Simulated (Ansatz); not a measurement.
Born–Oppenheimer molecular dynamics of a periodic cell of 12 atoms, TiO2 (start crystal TiO2, start structure P2_1/c, volume 1.15 times the crystal's). It starts from an unrelaxed structure (largest force component 4.47 eV/Å).

Computed with Ansatz 0.2.0, DFT PBE, scalar-relativistic, plane waves, PAW. Settings: accuracy low, PAW set soft_1, cutoff 420 eV, k mesh 3x3x3, fermi-dirac smearing 0.36 eV, no spin polarisation.

```yaml
ensemble: NVT, Langevin thermostat
time_step: 1.12 fs
steps_asked: 110
set_temperature: 4200 K
friction: 0.02 /fs
seed: 397787
```

Frames 5.6 fs apart, positions in Å, forces in eV/Å.

Velocities at 44.8 fs (Å/ps):

```
Ti -4.46 0.27 10.12
Ti -3.64 0.59 -2.57
Ti -6.19 4.05 -1.13
Ti -5.80 0.66 7.12
O -20.01 -4.76 13.98
O -6.62 -0.44 -31.86
O 4.14 10.95 31.14
O -7.18 15.56 11.18
O -22.07 -15.02 -15.12
O -24.14 2.57 4.51
O -0.24 5.54 2.45
O -2.07 16.22 15.30
```

```xyz
12
Lattice="4.8078 0.0000 0.0000 0.0000 5.0802 0.0000 -0.7420 0.0000 4.9061" Properties=species:S:1:pos:R:3:forces:R:3 time_fs=44.8 energy_less_start_eV=4.402 T=3282
Ti 0.729 0.392 1.126 7.97 2.40 2.42
Ti 3.531 2.979 1.654 -5.64 2.34 -2.20
Ti 2.332 4.865 3.992 2.21 0.53 1.75
Ti 0.486 2.477 3.650 7.21 -3.74 2.17
O -0.447 1.587 2.033 2.43 -1.23 -0.87
O 4.199 4.655 0.750 -4.22 -6.53 1.45
O 3.857 3.276 3.540 -5.34 3.72 -0.69
O -0.057 0.732 4.252 -2.71 0.57 -0.58
O 1.453 4.016 2.673 -1.13 -3.44 -4.10
O 2.644 1.122 0.234 -0.48 1.44 2.81
O 1.789 1.072 2.895 0.71 3.85 -4.07
O 1.477 3.460 4.966 -1.00 0.10 1.89
12
Lattice="4.8078 0.0000 0.0000 0.0000 5.0802 0.0000 -0.7420 0.0000 4.9061" Properties=species:S:1:pos:R:3:forces:R:3 time_fs=50.4 energy_less_start_eV=2.826 T=4149
Ti 0.724 0.411 1.167 4.57 0.66 1.93
Ti 3.482 2.987 1.653 -4.62 2.28 -1.06
Ti 2.286 4.885 4.010 0.48 0.40 -0.42
Ti 0.459 2.464 3.701 4.43 -1.73 1.71
O -0.526 1.565 2.099 2.27 -0.88 -1.10
O 4.166 4.604 0.621 -0.91 -3.70 3.98
O 3.808 3.390 3.702 -2.73 1.07 -2.80
O -0.140 0.784 4.290 -2.26 0.43 -0.77
O 1.319 3.916 2.579 0.47 -0.77 -1.42
O 2.524 1.145 0.294 -0.18 1.16 2.22
O 1.805 1.168 2.873 0.43 1.63 -2.68
O 1.480 3.530 5.051 -1.94 -0.55 0.41
12
Lattice="4.8078 0.0000 0.0000 0.0000 5.0802 0.0000 -0.7420 0.0000 4.9061" Properties=species:S:1:pos:R:3:forces:R:3 time_fs=56 energy_less_start_eV=2.405 T=3933
Ti 0.725 0.446 1.191 2.23 -0.14 2.13
Ti 3.392 3.004 1.622 -2.70 0.87 0.35
Ti 2.245 4.915 4.036 0.17 0.86 -1.29
Ti 0.457 2.461 3.780 1.68 -0.68 0.14
O -0.617 1.532 2.139 2.12 0.39 -1.36
O 4.142 4.532 0.595 -0.38 -1.71 5.57
O 3.738 3.557 3.809 -0.56 -1.98 -4.71
O -0.231 0.791 4.306 -1.85 1.07 -0.92
O 1.152 3.863 2.453 1.20 0.48 0.62
O 2.428 1.175 0.356 0.41 1.22 0.90
O 1.807 1.294 2.796 -0.13 0.16 -0.44
O 1.416 3.595 5.115 -2.20 -0.54 -0.98
12
Lattice="4.8078 0.0000 0.0000 0.0000 5.0802 0.0000 -0.7420 0.0000 4.9061" Properties=species:S:1:pos:R:3:forces:R:3 time_fs=61.6 energy_less_start_eV=2.579 T=3496
Ti 0.725 0.497 1.189 0.25 -0.82 2.66
Ti 3.271 3.033 1.624 -0.82 -0.59 1.73
Ti 2.199 4.943 4.075 0.99 0.74 -1.52
Ti 0.473 2.460 3.841 0.09 -1.08 -1.57
O -0.661 1.494 2.174 1.35 1.89 -1.93
O 4.109 4.489 0.639 -1.17 -1.40 5.09
O 3.670 3.689 3.799 -0.37 -2.87 -5.10
O -0.371 0.789 4.304 -0.77 2.29 -0.51
O 1.040 3.860 2.308 1.45 0.72 2.62
O 2.354 1.206 0.389 0.83 1.32 -0.45
O 1.764 1.413 2.708 -0.25 -0.28 1.45
O 1.312 3.621 5.176 -1.58 0.08 -2.48
12
Lattice="4.8078 0.0000 0.0000 0.0000 5.0802 0.0000 -0.7420 0.0000 4.9061" Properties=species:S:1:pos:R:3:forces:R:3 time_fs=67.2 energy_less_start_eV=2.595 T=3206
Ti 0.723 0.538 1.185 -1.31 -1.00 2.55
Ti 3.180 3.049 1.665 0.05 -0.95 2.30
Ti 2.150 4.955 4.141 2.43 0.27 -1.53
Ti 0.531 2.486 3.858 -1.85 -1.40 -2.39
O -0.673 1.484 2.192 0.77 2.26 -2.13
O 4.092 4.437 0.720 -2.09 -1.28 3.26
O 3.623 3.785 3.710 -1.12 -2.61 -4.37
O -0.533 0.820 4.324 0.25 2.87 0.32
O 0.946 3.881 2.244 1.87 1.20 3.81
O 2.289 1.295 0.367 1.12 0.76 -0.67
O 1.716 1.592 2.667 0.26 -1.14 1.66
O 1.189 3.650 5.222 -0.38 1.02 -2.82
12
Lattice="4.8078 0.0000 0.0000 0.0000 5.0802 0.0000 -0.7420 0.0000 4.9061" Properties=species:S:1:pos:R:3:forces:R:3 time_fs=72.8 energy_less_start_eV=1.715 T=3990
Ti 0.706 0.547 1.205 -1.69 -0.30 1.70
Ti 3.098 3.054 1.697 -0.08 -0.87 2.45
Ti 2.128 4.992 4.202 3.42 -0.62 -1.72
Ti 0.570 2.523 3.867 -4.28 -0.81 -2.64
O -0.667 1.538 2.166 0.36 1.67 -1.94
O 4.079 4.389 0.887 -2.38 -0.39 -0.15
O 3.523 3.787 3.566 -1.34 -1.35 -2.07
O -0.646 0.914 4.348 0.15 1.53 1.27
O 0.903 3.918 2.285 2.56 2.11 3.71
O 2.249 1.398 0.275 1.02 -0.14 1.06
O 1.649 1.764 2.672 1.84 -2.87 -0.04
O 1.091 3.704 5.203 0.43 2.04 -1.63
12
Lattice="4.8078 0.0000 0.0000 0.0000 5.0802 0.0000 -0.7420 0.0000 4.9061" Properties=species:S:1:pos:R:3:forces:R:3 time_fs=78.4 energy_less_start_eV=1.234 T=3989
Ti 0.695 0.577 1.231 -2.50 -0.31 1.27
Ti 2.987 3.043 1.704 -0.27 -0.98 1.71
Ti 2.134 5.043 4.253 3.78 -1.01 -1.98
Ti 0.561 2.567 3.873 -5.42 -0.10 -3.91
O -0.679 1.578 2.088 0.65 0.75 -1.49
O 4.041 4.334 1.026 -1.17 1.05 -2.43
O 3.404 3.722 3.370 -0.76 0.11 1.27
O -0.734 0.976 4.355 0.10 0.52 1.54
O 0.909 3.965 2.395 2.54 2.60 2.76
O 2.215 1.529 0.180 1.26 -1.93 2.50
O 1.619 1.809 2.655 1.78 -3.64 -0.65
O 1.049 3.759 5.175 0.03 2.93 -0.59
12
Lattice="4.8078 0.0000 0.0000 0.0000 5.0802 0.0000 -0.7420 0.0000 4.9061" Properties=species:S:1:pos:R:3:forces:R:3 time_fs=84 energy_less_start_eV=0.936 T=3885
Ti 0.662 0.625 1.242 -2.62 -0.38 1.43
Ti 2.896 3.035 1.698 -1.13 -1.50 -1.06
Ti 2.151 5.069 4.305 3.44 -0.32 -2.14
Ti 0.528 2.621 3.865 -4.53 -0.15 -4.43
O -0.711 1.622 2.029 1.83 -0.13 -1.12
O 3.959 4.326 1.095 0.40 2.31 -3.73
O 3.319 3.624 3.220 0.63 1.95 5.78
O -0.783 1.017 4.373 0.01 0.18 1.17
O 0.925 4.083 2.558 1.85 2.16 1.67
O 2.194 1.623 0.168 1.03 -2.53 2.12
O 1.680 1.824 2.656 -0.58 -3.57 0.03
O 0.962 3.879 5.157 -0.32 1.98 0.27
12
Lattice="4.8078 0.0000 0.0000 0.0000 5.0802 0.0000 -0.7420 0.0000 4.9061" Properties=species:S:1:pos:R:3:forces:R:3 time_fs=89.6 energy_less_start_eV=0.260 T=4167
Ti 0.625 0.668 1.261 -1.70 -0.45 1.24
Ti 2.783 3.026 1.708 -1.00 -0.79 -3.06
Ti 2.209 5.078 4.355 2.82 0.74 -1.89
Ti 0.482 2.696 3.839 -2.85 -0.86 -3.06
O -0.715 1.677 1.912 1.82 0.06 0.18
O 3.893 4.349 1.114 0.75 2.05 -3.59
O 3.294 3.545 3.181 1.84 2.64 7.59
O -0.813 1.103 4.458 -0.12 -0.01 -0.46
O 0.926 4.258 2.741 1.54 0.75 0.39
O 2.192 1.667 0.218 0.02 -1.87 0.45
O 1.723 1.789 2.669 -2.22 -2.68 0.88
O 0.920 3.995 5.139 -0.91 0.42 1.34
12
Lattice="4.8078 0.0000 0.0000 0.0000 5.0802 0.0000 -0.7420 0.0000 4.9061" Properties=species:S:1:pos:R:3:forces:R:3 time_fs=95.2 energy_less_start_eV=-0.510 T=5270
Ti 0.555 0.693 1.313 2.17 -2.15 0.28
Ti 2.668 3.023 1.710 0.40 0.61 -1.23
Ti 2.283 5.098 4.403 1.63 1.11 -1.67
Ti 0.405 2.751 3.786 -1.42 -0.53 -0.69
O -0.664 1.711 1.776 -1.73 3.27 2.97
O 3.872 4.431 1.049 -0.29 -0.23 -1.28
O 3.340 3.504 3.271 1.09 1.55 3.51
O -0.837 1.208 4.573 -0.36 -0.14 -3.34
O 0.937 4.432 2.898 1.31 -1.04 -0.70
O 2.172 1.693 0.279 -0.30 -1.02 -0.59
O 1.733 1.724 2.671 -1.90 -0.67 1.24
O 0.873 4.068 5.169 -0.61 -0.75 1.49
12
Lattice="4.8078 0.0000 0.0000 0.0000 5.0802 0.0000 -0.7420 0.0000 4.9061" Properties=species:S:1:pos:R:3:forces:R:3 time_fs=100.8 energy_less_start_eV=0.330 T=4811
Ti 0.505 0.707 1.363 3.86 -1.99 -0.25
Ti 2.553 3.064 1.721 0.82 -0.77 -0.11
Ti 2.365 5.109 4.472 -0.64 2.71 -4.12
Ti 0.295 2.817 3.734 0.04 -0.86 0.97
O -0.693 1.778 1.668 -2.51 4.48 4.34
O 3.856 4.498 0.954 0.66 -2.32 2.91
O 3.413 3.549 3.408 -0.93 1.05 0.21
O -0.872 1.320 4.604 -0.13 -0.82 -4.07
O 0.938 4.582 3.031 0.89 -2.69 -1.58
O 2.127 1.707 0.339 -0.47 -0.43 -0.92
O 1.716 1.619 2.664 -0.96 2.26 1.25
O 0.843 4.082 5.239 -0.63 -0.63 1.37
12
Lattice="4.8078 0.0000 0.0000 0.0000 5.0802 0.0000 -0.7420 0.0000 4.9061" Properties=species:S:1:pos:R:3:forces:R:3 time_fs=106.4 energy_less_start_eV=1.982 T=3175
Ti 0.501 0.665 1.412 2.71 1.31 -0.56
Ti 2.498 3.106 1.732 0.68 -2.28 0.07
Ti 2.438 5.120 4.531 -3.97 5.39 -8.21
Ti 0.164 2.849 3.671 2.76 -2.26 1.52
O -0.730 1.922 1.615 0.13 2.26 3.92
O 3.870 4.533 0.903 2.29 -4.21 7.88
O 3.457 3.597 3.533 -3.94 2.14 -1.21
O -0.882 1.405 4.559 -0.25 -2.12 -2.52
O 0.930 4.639 3.171 0.58 -3.04 -2.20
O 2.093 1.744 0.391 -0.57 -0.66 -1.56
O 1.686 1.544 2.612 -0.20 3.35 1.86
O 0.778 4.101 5.361 -0.22 0.13 1.02
```

Of the whole run (123 fs, mean temperature of the second half 4085 K): A run of 0.12 ps of so small a system gives no equilibrium averages. Limits of this set-up: coarse k mesh, low accuracy level.

Time of the run: 27 min on 1 thread of Intel(R) Xeon(R) Processor @ 2.50GHz (Skylake/Cascade Lake), on a shared host, peak memory 0.46 GiB.
